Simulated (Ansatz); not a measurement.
# CaSe (Fm-3m): all-electron equation of state in Python

Wanted for CaSe (Fm-3m): an all-electron equation of state.

The COD entry's cell or inner coordinates are ideal or old and differ from later refinements, so a difference from it is no clean test against experiment.

All numbers are computed with Ansatz 0.2.0 through its Python package. Level of theory: DFT PBEsol, all-electron LAPW.

## 1. The system

The structure is cubic, space group Fm-3m (No. 225). Conventional cell: a = 5.912 Å, b = 5.912 Å, c = 5.912 Å, α = 90.00°, β = 90.00°, γ = 90.00°. Ca (site symmetry m-3m) has 6 Se at 2.96 Å as nearest neighbours. Se (site symmetry m-3m) has 6 Ca at 2.96 Å as nearest neighbours.

The script holds or builds the structure itself.

## 2. The code

case.py reads:

```python
# -*- coding: utf-8 -*-
"""All-electron equation of state of CaSe."""

import warnings

import ansatz as az
from ase.eos import EquationOfState
from ase.units import GPa
import numpy as np

VECTORS = np.array([
    [0.0, 2.956, 2.956],
    [2.956, 0.0, 2.956],
    [2.956, 2.956, 0.0],
])
SITES = [
    ("Ca", (0.0, 0.0, 0.0)),
    ("Se", (0.5, 0.5, 0.5)),
]


def build(cell):
    crystal = az.Crystal(lattice=az.Lattice.of(cell))
    for symbol, position in SITES:
        crystal = crystal.atom(symbol, position)
    return crystal

warnings.simplefilter("ignore", az.DeckWarning)

volumes, energies = [], []
for scale in np.linspace(0.94, 1.06, 5):
    cell = VECTORS * scale ** (1 / 3)
    base = (
        build(cell).calculation()
        .functional("pbesol")
        .scf(tolerance=1e-09)
        .occupations("fixed")
        .kpoints(6, 6, 6)
        .pseudopotentials("all_electron", lapw=True)
    )
    rep = base.run(threads=1).report
    volumes.append(abs(np.linalg.det(cell)) / len(SITES))
    energies.append(rep["free_energy_ev"] / len(SITES))
    print(f"{scale:.3f} {volumes[-1]:9.4f} A^3/atom {energies[-1]:16.5f} eV/atom  (estimated basis error {1000 * rep['lapw_basis_errors']['total_ev_per_atom']:.2f} meV/atom)")
v0, e0, bulk = EquationOfState(volumes, energies, eos="birchmurnaghan").fit()
print(f"V0 = {v0:.4f} A^3/atom, B0 = {bulk / GPa:.1f} GPa")
```

## 3. The calls as engine input

The engine receives this input (first run):

```yaml
crystal:
  lattice:
    - [0.0, 2.8956565373632, 2.8956565373632]
    - [2.8956565373632, 0.0, 2.8956565373632]
    - [2.8956565373632, 2.8956565373632, 0.0]
  atoms:
    - { symbol: Ca, position: [0.0, 0.0, 0.0] }
    - { symbol: Se, position: [0.5, 0.5, 0.5] }
kpoints:
  mp_grid:
    grid: [6, 6, 6]
hamiltonian:
  xc: pbesol
  pseudopotentials:
    kind: all_electron
    lapw: {}
scf:
  convergence:
    dr2_threshold: 1.0e-09
  occupations:
    method: fixed
```

## 4. Launch

Started as:

```console
python case.py
```

**Question.** Estimate the equilibrium volume and the bulk modulus.

**Answer**, as computed:

| quantity | value |
| --- | --- |
| runs compared | 5 |
| range of energy | 24.73 meV/atom |
| lowest point, volume (Å³/atom) | 25.054 |
| equilibrium volume (fit) | 25.27 Å³/atom |
| bulk modulus (fit) | 52 GPa |

A third-order Birch-Murnaghan fit through the 5 points has its minimum at 25.27 Å³ an atom, 2.2 % below the typed cell, with a bulk modulus of 52 GPa and dB/dP = 4.1. From that minimum the energy rises by 6.7 meV an atom on the compressed side and 25.0 meV on the expanded side. Notes:
- All-electron totals depend on functional, relativistic treatment and basis; only differences at equal settings carry meaning.
- Of the deposited cell: the entry's cell lengths or inner coordinates differ somewhat from later room-temperature determinations.
